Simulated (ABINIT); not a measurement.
**CdS (Greenockite): changed settings of a GW run in ABINIT**

What do changed inputs do to GW on CdS (Greenockite)?

Calculated with ABINIT 10.8.3; PBE and many-body steps on it, plane waves.

Most raw output is cut from this account.

## Step 1: Set-up

It takes space group P6_3mc (No. 186, hexagonal). Conventional cell: a = 4.137 Å, b = 4.137 Å, c = 6.714 Å, α = 90.00°, β = 90.00°, γ = 120.00°. Cd has 4 S at 2.52 to 2.53 Å nearest. Nearest to S lie 4 Cd at 2.52 to 2.53 Å. Farther neighbours and most contacts between anions are not listed.

The cell and positions come from the Crystallography Open Database and are kept as given unless a step says otherwise.

## Step 2: Screening, 3×3×2 mesh, 164 bands, screening to 152.4 eV

This step: ABINIT 10.8.3; RPA screening on PBE, plane waves, norm-conserving pseudopotentials.

The RPA dielectric matrix is built and inverted for each q.

Input file run.abi:

```
acell 3*1.0 Angstrom
rprim 
  4.137000000025 -0.000000000006 0.000000000000
  -2.068500000008 3.582747095481 0.000000000000
  0.000000000000 0.000000000000 6.714400000000
ntypat 2
znucl 48 16
natom 4
typat 1 1 2 2
xred 
  0.666666666667 0.333333333333 0.000000000000
  0.333333333333 0.666666666667 0.500000000000
  0.666666666667 0.333333333333 0.375000000000
  0.333333333333 0.666666666667 0.875000000000
pp_dirpath "pseudos"
pseudos "Cd.upf, S.upf"
ecut 47
ngkpt 3 3 2
nshiftk 1
shiftk 0 0 0
kptopt 1
chksymbreak 0
istwfk *1
occopt 1
irdwfk 1
optdriver 3
nband 164
ecuteps 5.6
inclvkb 2
awtr 1
symchi 1
indata_prefix "in"
outdata_prefix "out"
tmpdata_prefix "tmp"
```

On the command line:

```
> OMP_NUM_THREADS=1 mpirun -n 8 abinit run.abi > log
```

Elapsed: 42 s, on 8 MPI ranks of Arm Neoverse V2, shared host; peak memory 2.8 GiB.

Numbers from this step:

```yaml
eps_infinity_with_local_fields_on_this_mesh_along_the_program_s_q_direction: 13.58
the_same_without_local_fields: 14.38
plasma_frequency: 26.84 eV
plane_waves_in_the_screening_matrix: 403
```

Local fields lower ε∞ by 6 %. On a Γ-centred mesh this coarse the value itself is usually too large, while a short band sum pulls it down.

## Step 3: Base

The self-energy is evaluated for the states that the input lists, and the levels follow from it, in one-shot runs by the linearised quasiparticle equation.

This step: G0W0 on PBE, plane waves, norm-conserving pseudopotentials.

Edit run.abi of step 2 so:

```diff
@@ -25,8 +25,15 @@
 irdwfk 1
-optdriver 3
+optdriver 4
 nband 164
+gwcalctyp 0
+ecutsigx 47
+symsigma 1
+nkptgw 1
+kptgw 
+  0.0000000000 0.0000000000 0.0000000000
+bdgw 
+  25 28
 ecuteps 5.6
-inclvkb 2
-awtr 1
-symchi 1
+irdscr 1
+ppmodel 1
 indata_prefix "in"
```

Wall time 6.2 s (8 MPI ranks); peak memory 2.2 GiB.

Numbers from this step:

```yaml
g0w0_gap_on_the_points_computed: 2.034 eV
starting_gap_on_the_mesh: 1.198 eV
k_of_the_valence_top: 0, 0, 0
k_of_the_conduction_bottom: 0, 0, 0
z_at_the_valence_top: 0.78
z_at_the_conduction_bottom: 0.813
least_direct_g0w0_gap_on_the_computed_points: 2.034 eV
```

The gap on the mesh goes from 1.20 eV to 2.03 eV, a correction of +0.84 eV.

## Step 4: Coulomb singularity

Edit run.abi of step 3 so:

```diff
@@ -38,2 +38,3 @@
 ppmodel 1
+gw_icutcoul 0
 indata_prefix "in"
```

Wall time 6.2 s (8 MPI ranks); peak memory 2.2 GiB.

Numbers from this step:

```yaml
g0w0_gap_on_the_points_computed: 2.083 eV
starting_gap_on_the_mesh: 1.198 eV
k_of_the_valence_top: 0, 0, 0
k_of_the_conduction_bottom: 0, 0, 0
z_at_the_valence_top: 0.783
z_at_the_conduction_bottom: 0.813
least_direct_g0w0_gap_on_the_computed_points: 2.083 eV
```

Against G0W0 in ABINIT (3×3×2 mesh, 164 bands, screening to 152.4 eV, Godby-Needs plasmon pole), the gap moves by +0.049 eV.

## Step 5: The runs together

Times are wall times on 8 MPI ranks of Arm Neoverse V2, shared host, good to a factor of about two. A run's time includes the screening step that it read.

| run | mesh | bands | screening cutoff (eV) | DFT gap (eV) | gap on the mesh (eV) | direct (eV) | ε∞ used | time |
| --- | --- | --- | --- | --- | --- | --- | --- | --- |
| base | 3×3×2 | 164 | 152.4 | 1.198 | 2.034 | 2.034 | 13.58 | 48 s |
| Coulomb singularity | 3×3×2 | 164 | 152.4 | 1.198 | 2.083 | 2.083 | 13.58 | 48 s |

## Step 6: Summary of results

```json
{"base": "2.034 eV", "Coulomb singularity": "2.083 eV", "known limits": "not at the basis limit; no spin-orbit coupling; coarse k mesh"}
```

**Reading.** Coulomb singularity: +0.049 eV against base (keys changed: gw_icutcoul). Bands and cutoff are finite, so the gap is not at the basis limit. The miss can reach some tenths of an eV and take either sign; the mesh is an error of its own. In the G0W0 runs levels were corrected at 1 k point alone, so a gap called «on the mesh» is the least over those, and an edge elsewhere would be missed. The 3×3×2 mesh is coarse for this cell, which bears on the long-range parts of exchange and screening. The many-body steps are scalar-relativistic: spin-orbit coupling is not in them.

[Paths, hosts, dates, memory and timing lines, banners, echoed tables and standing remarks are left out of the program output.]

[Logs are printed without paths, hosts, clocks, repeated set-up lines and the standing remarks that a program may print on its own settings, such as how far it seeks lower states.]

[Runs of the session that timed out or met a known fault of the program may be left out.]

[Hosts, paths, dates, database ids (printed as entryN), source tags and the programs' standing remarks are cut or masked in the printed files.]

[G0W0 gaps are taken among the corrected bands and points alone; a level outside them can change the order at an edge.]

[Where Ansatz stands beside ABINIT at settings called matched, ABINIT's density can come from a denser mesh and the files from another edition; pairs whose starting gaps differed by over 0.03 eV were left out, so agreement reads better than it is.]
